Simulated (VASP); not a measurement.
# Ba in VASP: convergence with vacuum

Aim: find how far vacuum must go before the results for Ba settle, at LDA. This setting moves, with any that are tied to it; all else stays.

Everything below comes from runs of VASP 6.6.1. Logs are shortened: lines on timing, memory, paths and dates and some standing lists are left out, and cuts for length are marked.

**1. The structure**

The cell holds a slab with vacuum, 2 atoms: a = 3.910 Å, b = 4.141 Å, c = 9.700 Å, α = 90.00°, β = 90.00°, γ = 118.17°.

The slab is cut from a database's or a generator's crystal, which needn't be the stable form of the element.

**2. With vacuum 4**

Input file INCAR:

```
SYSTEM = Ba
PREC = Accurate
ENCUT = 500
EDIFF = 1E-6
ISMEAR = 0
SIGMA = 0.02
LREAL = .FALSE.
LASPH = .TRUE.
NELM = 100
ALGO = Normal
ISIF = 2
LWAVE = .FALSE.
LCHARG = .FALSE.
LDIPOL = .TRUE.
IDIPOL = 3
DIPOL = 0.5 0.5 0.500
GGA = CA
NBANDS = 17
```

Input file KPOINTS:

```
regular mesh
0
G
  8 8 1
  0 0 0
```

Input file POSCAR:

```
Ba
1.0
    3.9100000000      0.0000000000      0.0000000000
   -1.9550000000      3.6500000000      0.0000000000
    0.0000000000      0.0000000000      9.7000000000
Ba
2
Direct
    0.0000000000      0.0000000000      0.2061855670
    0.0000000000      0.0000000000      0.7938144330
```

Potentials or basis: VASP PAW LDA potentials, release 64 (Ba_sv).

The run is started by

```sh
$ cat potpaw_LDA.64/Ba_sv/POTCAR > POTCAR
$ mpirun -np 1 vasp_std > vasp.out
```

Run time: 86 s. Hardware: 1 thread of Intel Xeon Platinum 8175M at 2.50GHz (Skylake/Cascade Lake), shared host; peak memory 0.2 GiB.

Results:

* Free energy: -3.6908 eV
* Largest force: 0.017 eV/Å
* Band gap on the k mesh: none (metal or under the smearing width)

**3. With vacuum 6**

INCAR is that of step 2.

KPOINTS is that of step 2.

Input file POSCAR:

```
Ba
1.0
    3.9100000000      0.0000000000      0.0000000000
   -1.9550000000      3.6500000000      0.0000000000
    0.0000000000      0.0000000000     11.7000000000
Ba
2
Direct
    0.0000000000      0.0000000000      0.2564102564
    0.0000000000      0.0000000000      0.7435897436
```

Potentials or basis: VASP PAW LDA potentials, release 64 (Ba_sv).

The run is started by

```sh
$ cat potpaw_LDA.64/Ba_sv/POTCAR > POTCAR
$ mpirun -np 1 vasp_std > vasp.out
```

It took 98 s on 1 thread of Intel Xeon Platinum 8175M at 2.50GHz (Skylake/Cascade Lake), shared host; peak memory 0.23 GiB.

What came out:

| Quantity | Value |
| --- | --- |
| Free energy | -3.1383 eV |
| Largest force | 0.025 eV/Å |
| Band gap on the k mesh | none (metal or under the smearing width) |

**4. With vacuum 8**

INCAR is that of step 3.

KPOINTS is that of step 3.

Input file POSCAR:

```
Ba
1.0
    3.9100000000      0.0000000000      0.0000000000
   -1.9550000000      3.6500000000      0.0000000000
    0.0000000000      0.0000000000     13.7000000000
Ba
2
Direct
    0.0000000000      0.0000000000      0.2919708029
    0.0000000000      0.0000000000      0.7080291971
```

The run is started by

```sh
$ cat potpaw_LDA.64/Ba_sv/POTCAR > POTCAR
$ mpirun -np 1 vasp_std > vasp.out
```

Wall time 2.6 min (1 thread of Intel Xeon Platinum 8175M at 2.50GHz (Skylake/Cascade Lake), shared host); peak memory 0.25 GiB.

Results:

| Item | Value |
| --- | --- |
| Free energy | -3.0006 eV |
| Largest force | 0.169 eV/Å |
| Band gap on the k mesh | none (metal or under the smearing width) |

**5. With vacuum 10**

INCAR is that of step 4.

KPOINTS is that of step 4.

Input file POSCAR:

```
Ba
1.0
    3.9100000000      0.0000000000      0.0000000000
   -1.9550000000      3.6500000000      0.0000000000
    0.0000000000      0.0000000000     15.7000000000
Ba
2
Direct
    0.0000000000      0.0000000000      0.3184713376
    0.0000000000      0.0000000000      0.6815286624
```

The run is started by

```sh
$ cat potpaw_LDA.64/Ba_sv/POTCAR > POTCAR
$ mpirun -np 1 vasp_std > vasp.out
```

It took 2.7 min on 1 thread of Intel Xeon Platinum 8175M at 2.50GHz (Skylake/Cascade Lake), shared host; peak memory 0.27 GiB.

What came out:

```yaml
Free_energy: -2.9850 eV
Largest_force: 0.208 eV/Å
Band_gap_on_the_k_mesh: none (metal or under the smearing width)
```

**6. With vacuum 12**

INCAR is that of step 5.

KPOINTS is that of step 5.

Input file POSCAR:

```
Ba
1.0
    3.9100000000      0.0000000000      0.0000000000
   -1.9550000000      3.6500000000      0.0000000000
    0.0000000000      0.0000000000     17.7000000000
Ba
2
Direct
    0.0000000000      0.0000000000      0.3389830508
    0.0000000000      0.0000000000      0.6610169492
```

Potentials or basis: VASP PAW LDA potentials, release 64 (Ba_sv).

The run is started by

```sh
$ cat potpaw_LDA.64/Ba_sv/POTCAR > POTCAR
$ mpirun -np 1 vasp_std > vasp.out
```

Wall time 4.2 min (1 thread of Intel Xeon Platinum 8175M at 2.50GHz (Skylake/Cascade Lake), shared host); peak memory 0.3 GiB.

What came out:

```
Free energy            : -2.9843 eV
Largest force          : 0.212 eV/Å
Band gap on the k mesh : none (metal or under the smearing width)
```

**7. With vacuum 15**

INCAR is that of step 6.

KPOINTS is that of step 6.

Input file POSCAR:

```
Ba
1.0
    3.9100000000      0.0000000000      0.0000000000
   -1.9550000000      3.6500000000      0.0000000000
    0.0000000000      0.0000000000     20.7000000000
Ba
2
Direct
    0.0000000000      0.0000000000      0.3623188406
    0.0000000000      0.0000000000      0.6376811594
```

The run is started by

```sh
$ cat potpaw_LDA.64/Ba_sv/POTCAR > POTCAR
$ mpirun -np 1 vasp_std > vasp.out
```

Run time: 4 min. Hardware: 1 thread of Intel Xeon Platinum 8175M at 2.50GHz (Skylake/Cascade Lake), shared host; peak memory 0.33 GiB.

Results:

```
Free energy            : -2.9843 eV
Largest force          : 0.213 eV/Å
Band gap on the k mesh : none (metal or under the smearing width)
```

**8. With vacuum 20**

INCAR is that of step 7.

KPOINTS is that of step 7.

Input file POSCAR:

```
Ba
1.0
    3.9100000000      0.0000000000      0.0000000000
   -1.9550000000      3.6500000000      0.0000000000
    0.0000000000      0.0000000000     25.7000000000
Ba
2
Direct
    0.0000000000      0.0000000000      0.3891050584
    0.0000000000      0.0000000000      0.6108949416
```

Potentials or basis: VASP PAW LDA potentials, release 64 (Ba_sv).

The run is started by

```sh
$ cat potpaw_LDA.64/Ba_sv/POTCAR > POTCAR
$ mpirun -np 1 vasp_std > vasp.out
```

OUTCAR:

```text
SYSTEM = Ba
   PREC = Accurate
   ENCUT = 500
   EDIFF = 1E-6
   ISMEAR = 0
   LREAL = .FALSE.
   LASPH = .TRUE.
   NELM = 100
   ISIF = 2
   GGA = CA

 ion  position               nearest neighbor table
   1  0.000  0.000  0.389-
   2  0.000  0.000  0.611-

  LATTYP: Found a base centered orthorhombic cell.
 ALAT       =     3.9100000000
 B/A-ratio  =     1.8670076726
 C/A-ratio  =     6.5728900256

  Lattice vectors:

 A1 = (   1.9550000000,  -3.6500000000,   0.0000000000)
 A2 = (   1.9550000000,   3.6500000000,   0.0000000000)
 A3 = (   0.0000000000,   0.0000000000,  25.7000000000)

Analysis of symmetry for initial positions (statically):
=====================================================================
 Subroutine PRICEL returns:
 Original cell was already a primitive cell.

 Routine SETGRP: Setting up the symmetry group for a
 base centered orthorhombic supercell.

 Subroutine GETGRP returns: Found  8 space group operations
 (whereof  8 operations were pure point group operations)
 out of a pool of  8 trial point group operations.

The static configuration has the point symmetry D_2h.

Analysis of symmetry for dynamics (positions and initial velocities):
=====================================================================
 Subroutine PRICEL returns:
 Original cell was already a primitive cell.

 Routine SETGRP: Setting up the symmetry group for a
 base centered orthorhombic supercell.

 Subroutine GETGRP returns: Found  8 space group operations
[... 141 lines left out ...]

 dipolmoment           0.000000      0.000000     -0.000000 electrons x Angstroem

 Free energy of the ion-electron system (eV)
  ---------------------------------------------------
  ext. energy  EPLUGINS =         0.00000000
  ---------------------------------------------------
  free energy    TOTEN  =        -2.98429153 eV

  energy without entropy =       -2.98225103  energy(sigma->0) =       -2.98327128

 E-fermi :  -1.1024     XC(G=0):  -3.2825

 val. band max:       -1.1042091403   @ k =   0.1250   0.0000   0.0000
 cond. band min:      -1.0923717800   @ k =   0.3750   0.1250   0.0000
 fundamental gap:      0.0118373602
 Fermi energy:        -1.1024136503

 k-point     1 :       0.0000    0.0000    0.0000
  band No.  band energies     occupation
      1     -30.2031      2.00000
      2     -30.2029      2.00000
      3     -15.5364      2.00000
      4     -15.5258      2.00000
      5     -14.9826      2.00000
      6     -14.9822      2.00000
[... 397 lines left out ...]
      4     -15.7062      2.00000
      5     -15.4257      2.00000
      6     -15.4177      2.00000
[... 9 lines left out ...]
     16       1.1389      0.00000
     17       1.8222      0.00000

------------------------ aborting loop because EDIFF is reached ----------------------------------------

 vacuum level on the upper side and lower side of the slab       (xc-potential included)        -0.080        -0.080

  FORCE on cell =-STRESS in cart. coord.  units (eV):
  Direction    XX          YY          ZZ          XY          YZ          ZX
  --------------------------------------------------------------------------------------
  -------------------------------------------------------------------------------------
  Total        1.3795366     -0.1845745     -1.2159773      0.0000000      0.0000000      0.0000000
  in kB        6.0261654     -0.8062682     -5.3116973      0.0000000      0.0000000      0.0000000
  external PRESSURE =      -0.0306000 kB  Pullay stress =       0.0000000 kB

 VOLUME and BASIS-vectors are now :
 -----------------------------------------------------------------------------
  energy-cutoff  :      500.00
  volume of cell :      366.78
      direct lattice vectors                 reciprocal lattice vectors
     3.910000000  0.000000000  0.000000000     0.255754476  0.136986301  0.000000000
    -1.955000000  3.650000000  0.000000000     0.000000000  0.273972603  0.000000000
     0.000000000  0.000000000 25.700000000     0.000000000  0.000000000  0.038910506

 POSITION                                       TOTAL-FORCE (eV/Angst)
 -----------------------------------------------------------------------------------
      0.00000      0.00000     10.00000        -0.000000      0.000000      0.213195
      0.00000      0.00000     15.70000         0.000000     -0.000000     -0.213195
 -----------------------------------------------------------------------------------
    total drift:                               -0.000000      0.000000      0.000000

  FREE ENERGIE OF THE ION-ELECTRON SYSTEM (eV)
  ---------------------------------------------------
  free  energy   TOTEN  =        -2.9842915313 eV

  energy  without entropy=       -2.9822510325  energy(sigma->0) =       -2.98327128

 vacuum level on the upper side and lower side of the slab         1.434         1.434
```

stdout:

```text
POSCAR found type information on POSCAR Ba
 POSCAR found :  1 types and       2 ions
 scaLAPACK will be used
 LDA part: xc-table for (Slater(with rela. corr.)+CA(PZ))
 , standard interpolation
 POSCAR, INCAR and KPOINTS ok, starting setup
 FFT: planning ... GRIDC
 FFT: planning ... GRID_SOFT
 FFT: planning ... GRID
 WAVECAR not read
 entering main loop
```

Wall time 6.8 min (1 thread of Intel Xeon Platinum 8175M at 2.50GHz (Skylake/Cascade Lake), shared host); peak memory 0.37 GiB.

Results:

- Free energy: -2.9843 eV
- Largest force: 0.213 eV/Å
- Band gap on the k mesh: none (metal or under the smearing width)

**9. The series at a glance**

```
vacuum  energy less the tightest run, at zero smearing (meV/atom)  largest force (eV/Å)  SCF cycles  CPU time (s)  peak memory (GiB)
     4                                                    -353.43                 0.017          13            85                0.2
     6                                                     -76.34                 0.025          14            98               0.23
     8                                                      -8.09                 0.169          16           150               0.25
    10                                                      -0.38                 0.208          16           160               0.27
    12                                                      -0.02                 0.212          18           250                0.3
    15                                                      -0.01                 0.213          20           240               0.33
    20                                                       0.00                 0.213          23           410               0.37
```

Against the tightest run, the energy stays within 1 meV/atom from 10 on; the largest force stays within 0.005 eV/Å from 10 on. The tightest run that finished is the yardstick and may itself not be fully converged.
